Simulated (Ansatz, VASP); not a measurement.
One calculation of AlN, two programs

```xyz
4
Lattice="3.0495 0.0000 0.0000 -1.5247 2.6409 0.0000 0.0000 0.0000 4.8793" Properties=species:S:1:pos:R:3 pbc="T T T"
Al    1.5247    0.8803    2.4397
Al    0.0000    1.7606    0.0000
N     1.5247    0.8803    4.2938
N     0.0000    1.7606    1.8541
```

Change from the starting cell: volume scaled by 0.94.

Alike in both runs: task single point; functional PBE; k mesh 10 × 10 × 6; occupations fermi-dirac, width 0.05 eV; no spin polarisation.

```csv
,VASP,Ansatz
version,VASP 6.6.1,Ansatz 0.2.0
potentials or method,"VASP PAW PBE potentials, release 64 (Al, N)",Ansatz PAW
plane-wave cutoff (eV),520,420
valence electrons in the cell,16,16
```

|  | VASP | Ansatz | Ansatz less VASP |
| --- | --- | --- | --- |
| gap on the k mesh at the Fermi level (eV) | 4.78 | 4.76 | -0.014 |
| least direct gap on the mesh (eV) | 4.78 | 4.76 | -0.014 |
| pressure (GPa) | 18.0 | 18.2 | +0.22 |
| largest component of the traceless stress (GPa) | 0.83 | 0.78 | -0.054 |
| rms of the force components (eV/Å) | 0.104 | 0.104 | 0.0000 |

Atom by atom the forces differ by 0.000 eV/Å (rms over components).

Caveats: the pressure holds a Pulay correction of +0.5 GPa for the finite cutoff (Ansatz). A k mesh can miss the band edges.
